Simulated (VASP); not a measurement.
**ZnO (strained NiAs): one r²SCAN single-point calculation in two programs**

```
CELL_PARAMETERS angstrom
3.09653 0.00000 0.00000
-1.54827 2.68167 0.00000
0.00000 0.00000 5.02931
ATOMIC_POSITIONS crystal
Zn 0.00000 0.00000 0.00000
Zn 0.00000 0.00000 0.50000
O 0.33333 0.66667 0.25000
O 0.66667 0.33333 0.75000
```

Each program uses its own PAW datasets. VASP's cell holds 36 valence electrons and Ansatz's 36. Ansatz's stress includes a Pulay correction; VASP's doesn't.

Cutoffs: 520 eV in VASP, 500 eV in Ansatz. k meshes: 12×12×6 and 12×12×6.

|  | VASP | Ansatz |
| --- | --- | --- |
| gap between bands v and c | 1.13 eV | 1.14 eV |
| least direct gap | 1.14 eV | 1.15 eV |
| pressure | -7.9 GPa | -9.0 GPa |

Band v is the last that the valence electrons fill when counted band by band, and c is the next. Levels in eV from the top of v, Ansatz:

| point | v−1 | v | c | c+1 |
| --- | --- | --- | --- | --- |
| Γ | -0.01 | -0.01 | 1.14 | 5.81 |
| M | -0.65 | 0.00 | 6.79 | 7.12 |
| K | -1.67 | -1.67 | 6.93 | 7.97 |
| A | -0.50 | -0.50 | 4.17 | 4.17 |
| L | -1.13 | -1.13 | 5.76 | 5.76 |
| H | -0.19 | -0.19 | 7.61 | 7.61 |

VASP:

```csv
point,v−1,v,c,c+1
Γ,-0.01,-0.01,1.13,5.80
M,-0.64,0.00,6.78,7.10
K,-1.67,-1.67,6.90,7.96
A,-0.50,-0.50,4.16,4.16
L,-1.12,-1.12,5.74,5.74
H,-0.19,-0.19,7.60,7.60
```
